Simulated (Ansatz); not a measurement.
# PbSe in Ansatz: notebook

The runs below take PbSe through band structure, with LDA, PBE, PBEsol.

Everything below comes from runs of Ansatz 0.2.0. Logs are shortened: lines on timing, memory, paths and dates and some standing lists are left out, and cuts for length are marked.

## Step 1: The slab as given

The cell holds a slab with vacuum, 4 atoms: a = 4.415 Å, b = 4.415 Å, c = 12.399 Å, α = 100.23°, β = 100.23°, γ = 90.13°.

## Step 2: Band structure, LDA

The input, input.yaml:

```yaml
crystal:
  lattice:
    - [4.4148899595, 0.0, 0.0]
    - [-0.0103110241, 4.4148779187, 0.0]
    - [-2.2022894676, -2.2074389594, 12.000799]
  atoms:
    - { symbol: Pb, position: [0.80684, 0.807304, 0.618443] }
    - { symbol: Pb, position: [0.185454, 0.19981, 0.382376] }
    - { symbol: Se, position: [0.287332, 0.323146, 0.623194] }
    - { symbol: Se, position: [0.684266, 0.699895, 0.377965] }
hamiltonian:
  xc: lda
  pseudopotentials: { kind: paw }
kpoints:
  mp_grid: { grid: [6, 6, 3] }
  band_path:
    path:
      - [[0.0, 0.0, 0.0], [0.5, -0.5, 0.0], [0.518042762, -0.481957238, -0.018042762], [0.5157862591, 0.4842137409, -0.5], [0.5, 0.5, -0.5], [0.0, 0.0, 0.0], [0.0, 0.0, -0.5], [0.4842137409, -0.4842137409, -0.5], [0.5, -0.5, -0.2672569819], [0.518042762, -0.481957238, -0.018042762]]
      - [[0.481957238, 0.481957238, -0.981957238], [0.0, 0.0, -0.5]]
      - [[0.5, 0.5, -0.5], [0.5, 0.5, -0.7327430181]]
      - [[0.5, -0.5, -0.2672569819], [0.5, -0.5, 0.0]]
      - [[0.5, 0.0, -0.5], [0.0, 0.0, 0.0]]
    npoints: 14
scf:
  occupations: { method: fermi_dirac, width: 0.05 }
  n_extra_bands: 10
output:
  forces: true
  stress: true
  eigenvalues: true
  fatbands: true
```

Potentials or basis: Ansatz PAW.

Run with:

```bash
> ansatz run input.yaml --threads 2 --pin off --max-ram 5632MiB --backend cpu --events-out ev --progress --plain --runs-dir out
```

What it wrote:

```text
Warning: RAYON_NUM_THREADS=2 ignored (pool sized by the plan → 2); use --threads N
scf.n_extra_bands = 10 over 30 filled bands (N_el = 60.0): the run solves 40 bands
Engine: ansatz 0.2.0, x86_64-unknown-linux-gnu
Pseudopotentials: kind: paw
Pseudopotential: Pb, paw, valence charge 14, recommended cutoff 420 eV (normal), Pb.paw.azcp
Pseudopotential: Se, paw, valence charge 16, recommended cutoff 420 eV (normal), Se.paw.azcp
Functional definition: SPW92
  exchange = slater_x
  correlation = pw_c
Crystal: 4 atoms, lattice volume = 233.910 Å³
Basis set: ecut = 420 eV, 4609 PW (Γ)
Bands: 40, of which v1, the nominal top of the filled ones, is band 30 counted from 1 (29 counted from 0)
Symmetry: 1 space group operations
Space group: P1 (ITA 1), of the structure as read, at distance tolerance 6.2e-5 Å
k-points: 56 of 108 (time reversal used)
Non-local potential: Pb, projectors of the file, l = 0: 2, l = 1: 2, l = 2: 2, l = 3: 2
Non-local potential: Se, projectors of the file, l = 0: 2, l = 1: 2, l = 2: 3, l = 3: 1
PAW form: soft (Blöchl's): semilocal exchange-correlation on the pseudo side does not see the compensation charge
PAW frozen core: Pb, regenerated for the run's functional, and the local potential with it (the file was generated under x = pbe(κ = 0.804, μ = 0.2195149727645171), c = pbe(β = 0.06672455060314922))
PAW frozen core: Se, regenerated for the run's functional, and the local potential with it (the file was generated under x = pbe(κ = 0.804, μ = 0.2195149727645171), c = pbe(β = 0.06672455060314922))
PAW one-centre angular grid: Pb, 590 points (default); XC on 64 Gauss nodes
PAW one-centre angular grid: Se, 590 points (default); XC on 64 Gauss nodes
Initial density: superposition of atomic densities (neutral atoms: chi_scale 0, normalization atom), corrected by the library's trained network
Initial wavefunctions: pseudopotential atomic-orbital guess
Functional: x = slater, c = lda
SCF iter   1: F=—  HF=-33972.537095 eV  |F-HF|=—  |Δ(HF+E_count)|=         —  Δρ=3.28e-3  dr2=3.40e-2  ethr=1.77e-3  ⟨swp⟩=8.6  Hψ=10968  notcnv=0  defer=15
preconditioner: auto → Resta (q_TF=auto, 2.175 Å⁻¹)  ε∞=2.0  [insulator: Δε(μ)=1.465 eV  Ē_g=15.200 eV  σ=0.050 eV  W_gap=1.00  n_scr=44 (ndim 8)  ℏωp=15.4 eV  f_vac=0.462  D(μ)=0.00/eV (n_scr^D=0)  ε∞_Penn≈2.0  vacuum switching on, ρ_ref=1.7e-2 e/Å³]
SCF iter   2: F=—  HF=-33972.527737 eV  |F-HF|=—  |Δ(HF+E_count)|=   9.36e-3  Δρ=1.64e-3  dr2=4.62e-3  ethr=5.67e-5  ⟨swp⟩=2.1  Hψ=3455  notcnv=0  defer=173
SCF iter   3: F=—  HF=-33972.526873 eV  |F-HF|=—  |Δ(HF+E_count)|=   8.64e-4  Δρ=3.97e-4  dr2=7.49e-4  ethr=7.70e-6  ⟨swp⟩=2.0  Hψ=3405  notcnv=0  defer=173
SCF iter   4: F=—  HF=-33972.526740 eV  |F-HF|=—  |Δ(HF+E_count)|=   1.34e-4  Δρ=1.23e-4  dr2=3.50e-5  ethr=1.25e-6  ⟨swp⟩=2.0  Hψ=2542  notcnv=0  defer=173
SCF iter   5: F=—  HF=-33972.526769 eV  |F-HF|=—  |Δ(HF+E_count)|=   2.87e-5  Δρ=3.44e-5  dr2=5.02e-6  ethr=5.83e-8  ⟨swp⟩=2.0  Hψ=3763  notcnv=0  defer=173
SCF iter   6: F=—  HF=-33972.526768 eV  |F-HF|=—  |Δ(HF+E_count)|=   7.91e-7  Δρ=1.41e-5  dr2=1.41e-6  ethr=8.36e-9  ⟨swp⟩=2.0  Hψ=3774  notcnv=0  defer=173
SCF iter   7: F=—  HF=-33972.526768 eV  |F-HF|=—  |Δ(HF+E_count)|=   4.24e-8  Δρ=8.12e-6  dr2=7.35e-7  ethr=2.35e-9  ⟨swp⟩=2.0  Hψ=2335  notcnv=0  defer=173
SCF iter   8: F=-33972.526768 eV  HF=-33972.526768 eV  |F-HF|=6.48e-8  |Δ(HF+E_count)|=   7.05e-8  Δρ=3.25e-6  dr2=8.71e-8  ethr=1.67e-10  ⟨swp⟩=10.1  Hψ=9986  notcnv=0
SCF 1 converged in 8 iterations: F = -33972.526768 eV  dr2 = 8.71e-8
NSCF: frozen V_eff on 187 k-points
SCF converged after 8 iterations
Free energy (F): -33972.526768 eV
Harris-Foulkes:  -33972.526768 eV  (|F-HF|=6.48e-8)
Internal energy: -33972.526768 eV  (E = F + TS)
E sigma→0 (E₀):  -33972.526768 eV
Entropy (-TS):   -0.000000 eV (-0.000 meV/atom)
Fermi energy:    2.153167 eV
--- Per-component energies (eV) ---
  E_band       = -1267.422737
  E_kinetic    = 810.917161
  E_local      = -17647.769471  (includes V_loc(G=0)·N_el)
  E_nonlocal   = -470.392750
  E_hartree    = 8371.168592
  E_xc         = -643.899515
  E_vxc        = -461.782864  (∫ρ·V_xc dr)
  E_paw        = -23855.784859  (= ΣΔE_a)
  E_vpaw       = -240.724248  (= ΣTr[D̂ρ^β])
  E_aug_tail   = -0.001083  (compensation charges beyond the density's cutoff)
  E_ewald      = -541.044138
  E_core_change = 4.279297  (= ΣΔE_core)
  E_smearing   = -0.000000  (= −TS)
  E_closure    = -0.000000  (closes the sum)
  Σ components = -33972.526768   (vs F -33972.526768, Δ=0.00e0)
--- Forces (eV/Å), atoms counted from 1 ---
  atom   1  Pb     0.01973924     0.00187140    -0.55196795
  atom   2  Pb    -0.00108467    -0.01681803     0.57338674
  atom   3  Se     0.05103273     0.01248113    -0.50244081
  atom   4  Se    -0.06968302     0.00246426     0.48111007
  max |Σ_I F_I| component: 8.80e-5 eV/Å
--- Stress (GPa, compression-positive) ---
       -2.344639       0.009025       0.141837
        0.009025      -2.353381       0.028265
        0.141837       0.028265      -2.083251
  P = ⅓ Tr σ = -2.2604 GPa (-22.604 kbar)
--- Band table (eV; the first three rows and the last of 56) ---
  k-point 0: bands = ["-45.2416", "-45.2400", "-45.2374", "-45.2370", "-45.2357", "-45.2354", "-45.2340", "-45.2335", "-45.2315", "-45.2308", "-14.8928", "-14.8046", "-14.8040", "-14.7938", "-14.7932", "-14.7880", "-14.7800", "-14.7658", "-14.7573", "-14.7557", "-11.1334", "-10.1623", "-5.6551", "-4.9190", "-1.3910", "-0.7945", "-0.7776", "0.1368", "0.1514", "1.0326", "3.4630", "5.5193", "5.9454", "6.2046", "6.3090", "6.4111", "6.9019", "6.9500", "7.7607", "8.3153"]
  k-point 1: bands = ["-45.2416", "-45.2400", "-45.2374", "-45.2370", "-45.2357", "-45.2353", "-45.2340", "-45.2335", "-45.2315", "-45.2308", "-14.8928", "-14.8046", "-14.8041", "-14.7938", "-14.7932", "-14.7880", "-14.7800", "-14.7658", "-14.7573", "-14.7557", "-11.1334", "-10.1623", "-5.6551", "-4.9190", "-1.3897", "-0.7945", "-0.7776", "0.1369", "0.1514", "1.0307", "3.4071", "5.8530", "5.9453", "6.2891", "6.3181", "6.4115", "6.9018", "6.9499", "7.2709", "7.7625"]
  k-point 2: bands = ["-45.2416", "-45.2400", "-45.2374", "-45.2370", "-45.2357", "-45.2354", "-45.2340", "-45.2335", "-45.2315", "-45.2308", "-14.8817", "-14.8051", "-14.7992", "-14.7963", "-14.7934", "-14.7918", "-14.7752", "-14.7685", "-14.7594", "-14.7563", "-11.0125", "-10.1296", "-5.9361", "-5.2510", "-1.2597", "-0.5710", "-0.4943", "0.3193", "0.5018", "0.9663", "3.4304", "4.9286", "5.4514", "5.6166", "5.6999", "6.1712", "6.2621", "7.2125", "8.1793", "8.4086"]
  k-point 55: bands = ["-45.2417", "-45.2400", "-45.2374", "-45.2370", "-45.2357", "-45.2354", "-45.2340", "-45.2335", "-45.2315", "-45.2308", "-14.8819", "-14.8760", "-14.8054", "-14.8051", "-14.7908", "-14.7830", "-14.7599", "-14.7596", "-14.7575", "-14.7387", "-9.9893", "-9.9841", "-5.7720", "-5.7659", "-2.4016", "-2.3840", "-1.2453", "-1.2342", "0.1483", "0.1603", "4.8983", "4.9187", "6.5509", "6.5669", "6.8574", "6.8867", "7.6359", "7.6459", "8.8692", "9.0606"]
```

bands.tsv:

```text
# k_distance	band_0	band_1	band_2	band_3	band_4	band_5	band_6	band_7	band_8	band_9	band_10	band_11	band_12	band_13	band_14	band_15	band_16	band_17	band_18	band_19	band_20	band_21	band_22	band_23	band_24	band_25	band_26	band_27	band_28	band_29	band_30	band_31	band_32	band_33	band_34	band_35	band_36	band_37	band_38	band_39
[... 215 lines left out ...]
6.917993	-47.394807	-47.393208	-47.390577	-47.390180	-47.388908	-47.388517	-47.387191	-47.386670	-47.384643	-47.383949	-17.045997	-16.957768	-16.957212	-16.947000	-16.946362	-16.941186	-16.933169	-16.919008	-16.910434	-16.908820	-13.286598	-12.315462	-7.808242	-7.072185	-3.544206	-2.947664	-2.930772	-2.016329	-2.001757	-1.120569	1.309865	3.366153	3.792214	4.051460	4.155875	4.257931	4.748705	4.796806	5.607501	6.162113
```

Wall time 94 s (2 threads of Intel Xeon at 2.70GHz, shared host); peak memory 1 GiB.

Results:

| Property | Result |
| --- | --- |
| Free energy | -33972.5268 eV |
| Largest force | 0.574 eV/Å |
| Band gap on the k mesh | 1.47 eV, direct |
| Band gap along the path | 1.17 eV, direct |

Forces on the atoms (eV/Å):
```
Pb   0.020  0.002 -0.552
Pb  -0.001 -0.017  0.573
Se   0.051  0.012 -0.502
Se  -0.070  0.002  0.481
```

Levels at the corners of the path, in eV from the valence-band top:
```
point  band 28  band 29  band 30  band 31  band 32  band 33
    Γ    -1.45    -1.43    -0.55     1.88     3.94     4.36
    Y    -2.82    -1.44    -1.42     3.31     3.34     4.96
    C    -2.80    -1.44    -1.43     3.29     3.34     4.96
    D    -2.80    -1.44    -1.42     3.30     3.33     4.96
    X    -2.82    -1.44    -1.42     3.31     3.33     4.96
    Γ    -1.45    -1.43    -0.55     1.88     3.94     4.36
    Z    -1.45    -1.43    -0.55     1.81     4.36     4.38
   D1    -2.80    -1.44    -1.42     3.30     3.33     4.96
    H    -2.82    -1.44    -1.42     3.31     3.34     4.97
    C    -2.80    -1.44    -1.43     3.29     3.34     4.96
   C1    -2.80    -1.44    -1.43     3.29     3.34     4.96
    Z    -1.45    -1.43    -0.55     1.81     4.36     4.38
    X    -2.82    -1.44    -1.42     3.31     3.33     4.96
   H1    -2.82    -1.44    -1.42     3.31     3.34     4.97
    H    -2.82    -1.44    -1.42     3.31     3.34     4.97
    Y    -2.82    -1.44    -1.42     3.31     3.34     4.96
    L    -0.88    -0.22    -0.19     1.30     1.33     2.21
    Γ    -1.45    -1.43    -0.55     1.88     3.94     4.36
```

Caveat: the k mesh misses the band edges, so the gap on the mesh is wider than the one along the path; spin-orbit coupling is left out, which as a rule narrows the gap of such compounds by several tenths of an eV; the PAW data sets come from PBE, with cores solved anew for the run's functional, which leaves a small shift of forces and pressure.

## Step 3: Band structure, PBE

Edit input.yaml of step 2 so:

```diff
@@ -11,3 +11,3 @@
 hamiltonian:
-  xc: lda
+  xc: pbe
   pseudopotentials: { kind: paw }
@@ -30,2 +30,2 @@
   eigenvalues: true
-  fatbands: true
+  fatbands: false
```

Potentials or basis: Ansatz PAW.

Run with:

```bash
> ansatz run input.yaml --threads 2 --pin off --max-ram 5632MiB --backend cpu --events-out ev --progress --plain --runs-dir out
```

It took 74 s on 2 threads of Intel Xeon at 2.70GHz, shared host; peak memory 1.1 GiB.

Results (log left out):

```
Free energy             : -34752.9350 eV
Largest force           : 0.250 eV/Å
Band gap on the k mesh  : 1.56 eV, direct
Band gap along the path : 1.29 eV, direct
```

Forces in eV/Å, atoms in the order of the input:
```
Pb  -0.023  0.026 -0.226
Pb   0.003 -0.013  0.250
Se   0.089 -0.013 -0.202
Se  -0.070 -0.001  0.179
```

Stress tensor (GPa, compression positive):
```
-0.21  0.01  0.14
 0.01 -0.22  0.02
 0.14  0.02 -0.85
```

Levels at the corners of the path, in eV from the valence-band top:
```csv
point,band 26,band 27,band 28,band 29,band 30,band 31,band 32,band 33,band 34,band 35
Γ,-2.38,-2.37,-1.46,-1.45,-0.58,1.94,3.70,4.42,4.64,4.82
Y,-3.95,-2.82,-2.81,-1.46,-1.44,3.37,3.40,5.00,5.03,5.36
C,-3.94,-2.82,-2.79,-1.45,-1.45,3.35,3.40,5.00,5.05,5.34
D,-3.94,-2.82,-2.79,-1.46,-1.44,3.36,3.39,5.00,5.04,5.33
X,-3.95,-2.82,-2.81,-1.45,-1.44,3.37,3.39,5.00,5.03,5.35
Γ,-2.38,-2.37,-1.46,-1.45,-0.58,1.94,3.70,4.42,4.64,4.82
Z,-2.38,-2.37,-1.46,-1.45,-0.58,1.84,4.41,4.42,4.63,4.82
D1,-3.94,-2.82,-2.79,-1.46,-1.44,3.36,3.39,5.00,5.04,5.33
H,-3.95,-2.82,-2.81,-1.46,-1.44,3.37,3.39,5.01,5.02,5.36
C,-3.94,-2.82,-2.79,-1.45,-1.45,3.35,3.40,5.00,5.05,5.34
C1,-3.94,-2.82,-2.79,-1.45,-1.45,3.35,3.40,5.00,5.05,5.34
Z,-2.38,-2.37,-1.46,-1.45,-0.58,1.84,4.41,4.42,4.63,4.82
X,-3.95,-2.82,-2.81,-1.45,-1.44,3.37,3.39,5.00,5.03,5.35
H1,-3.95,-2.82,-2.81,-1.46,-1.44,3.37,3.39,5.01,5.02,5.36
H,-3.95,-2.82,-2.81,-1.46,-1.44,3.37,3.39,5.01,5.02,5.36
Y,-3.95,-2.82,-2.81,-1.46,-1.44,3.37,3.40,5.00,5.03,5.36
L,-1.71,-1.04,-0.92,-0.20,-0.18,1.41,1.43,2.30,2.46,2.69
Γ,-2.38,-2.37,-1.46,-1.45,-0.58,1.94,3.70,4.42,4.64,4.82
```

Caveat: the k mesh misses the band edges, so the gap on the mesh is wider than the one along the path; spin-orbit coupling is left out, which as a rule narrows the gap of such compounds by several tenths of an eV.

## Step 4: Band structure, PBEsol

Edit input.yaml of step 3 so:

```diff
@@ -11,3 +11,3 @@
 hamiltonian:
-  xc: pbe
+  xc: pbesol
   pseudopotentials: { kind: paw }
```

Run with:

```bash
> ansatz run input.yaml --threads 2 --pin off --max-ram 5632MiB --backend cpu --events-out ev --progress --plain --runs-dir out
```

It took 55 s on 2 threads of Intel Xeon at 2.70GHz, shared host; peak memory 1.1 GiB.

Results (log left out):

- Free energy: -34359.8858 eV
- Largest force: 0.461 eV/Å
- Band gap on the k mesh: 1.51 eV, direct
- Band gap along the path: 1.22 eV, direct

Forces in eV/Å, atoms in the order of the input:
```
Pb  -0.001  0.014 -0.439
Pb   0.000 -0.014  0.461
Se   0.070  0.000 -0.386
Se  -0.069  0.001  0.364
```

Stress tensor (GPa, compression positive):
```
-1.55  0.01  0.14
 0.01 -1.55  0.03
 0.14  0.03 -1.63
```

Levels at the corners of the path, in eV from the valence-band top:
```tsv
point	band 26	band 27	band 28	band 29	band 30	band 31	band 32	band 33	band 34	band 35
Γ	-2.40	-2.38	-1.46	-1.45	-0.57	1.96	3.86	4.33	4.63	4.79
Y	-3.99	-2.84	-2.83	-1.45	-1.44	3.37	3.40	4.95	4.98	5.35
C	-3.97	-2.84	-2.81	-1.45	-1.44	3.36	3.40	4.95	4.99	5.33
D	-3.97	-2.84	-2.82	-1.46	-1.44	3.37	3.39	4.95	4.99	5.32
X	-3.99	-2.84	-2.83	-1.45	-1.44	3.38	3.40	4.95	4.98	5.34
Γ	-2.40	-2.38	-1.46	-1.45	-0.57	1.96	3.86	4.33	4.63	4.79
Z	-2.40	-2.38	-1.46	-1.45	-0.57	1.87	4.33	4.44	4.76	4.79
D1	-3.97	-2.84	-2.82	-1.46	-1.44	3.37	3.39	4.95	4.99	5.32
H	-3.99	-2.84	-2.83	-1.45	-1.44	3.38	3.40	4.96	4.97	5.35
C	-3.97	-2.84	-2.81	-1.45	-1.44	3.36	3.40	4.95	4.99	5.33
C1	-3.97	-2.84	-2.81	-1.45	-1.44	3.36	3.40	4.95	4.99	5.33
Z	-2.40	-2.38	-1.46	-1.45	-0.57	1.87	4.33	4.44	4.76	4.79
X	-3.99	-2.84	-2.83	-1.45	-1.44	3.38	3.40	4.95	4.98	5.34
H1	-3.99	-2.84	-2.83	-1.45	-1.44	3.38	3.40	4.96	4.97	5.35
H	-3.99	-2.84	-2.83	-1.45	-1.44	3.38	3.40	4.96	4.97	5.35
Y	-3.99	-2.84	-2.83	-1.45	-1.44	3.37	3.40	4.95	4.98	5.35
L	-1.71	-1.04	-0.91	-0.22	-0.19	1.35	1.38	2.25	2.42	2.70
Γ	-2.40	-2.38	-1.46	-1.45	-0.57	1.96	3.86	4.33	4.63	4.79
```

Caveat: the k mesh misses the band edges, so the gap on the mesh is wider than the one along the path; spin-orbit coupling is left out, which as a rule narrows the gap of such compounds by several tenths of an eV; the PAW data sets come from PBE, with cores solved anew for the run's functional, which leaves a small shift of forces and pressure.

## Step 5: Summary

| level | gap on the mesh (eV) | largest force (eV/Å) |
| --- | --- | --- |
| LDA | 1.47 | 0.57 |
| PBE | 1.56 | 0.25 |
| PBEsol | 1.51 | 0.46 |

Alike in all rows: task band structure; potentials or basis Ansatz PAW; no spin polarisation; cell as given; k mesh 6 × 6 × 3; cutoff (eV) 420; smearing fermi-dirac 0.05 eV.

On the cell as given the gap runs from 1.17 eV (LDA) to 1.29 eV (PBE).

Caveats: the k mesh misses the band edges, so the gap on the mesh is wider than the one along the path; spin-orbit coupling is left out, which as a rule narrows the gap of such compounds by several tenths of an eV; the PAW data sets come from PBE, with cores solved anew for the run's functional, which leaves a small shift of forces and pressure (some runs).

Absolute energies hang on the potentials; compare differences alone.
